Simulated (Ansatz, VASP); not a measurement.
## One calculation of SiC, two programs

```
CELL_PARAMETERS angstrom
3.12247 0.00000 0.00000
-1.56123 2.70414 0.00000
0.00000 0.00000 5.12455
ATOMIC_POSITIONS crystal
Si 0.66667 0.33333 0.50458
Si 0.33333 0.66667 0.00458
C 0.66667 0.33333 0.88042
C 0.33333 0.66667 0.38042
```

Alike in both runs: functional PBE; k mesh 12 × 12 × 6; occupations gaussian, width 0.02 eV; no spin polarisation.

Ansatz relaxed the structure, and its values are those at the end. VASP's run is a single point on that final structure, the one shown.

|  | VASP | Ansatz |
| --- | --- | --- |
| version | VASP 6.6.1 | Ansatz 0.2.0 |
| potentials or method | VASP PAW PBE potentials, release 64 (Si, C) | scalar-relativistic, plane waves, PAW |
| plane-wave cutoff (eV) | 520 | 420 |
| valence electrons in the cell | 16 | 16 |

|  | VASP | Ansatz | Ansatz less VASP |
| --- | --- | --- | --- |
| gap on the k mesh at the Fermi level (eV) | 2.35 | 2.36 | +0.003 |
| least direct gap on the mesh (eV) | 3.88 | 3.89 | +0.003 |
| pressure (GPa) | -6.0 | -5.9 | +0.04 |

A k mesh can miss the band edges.
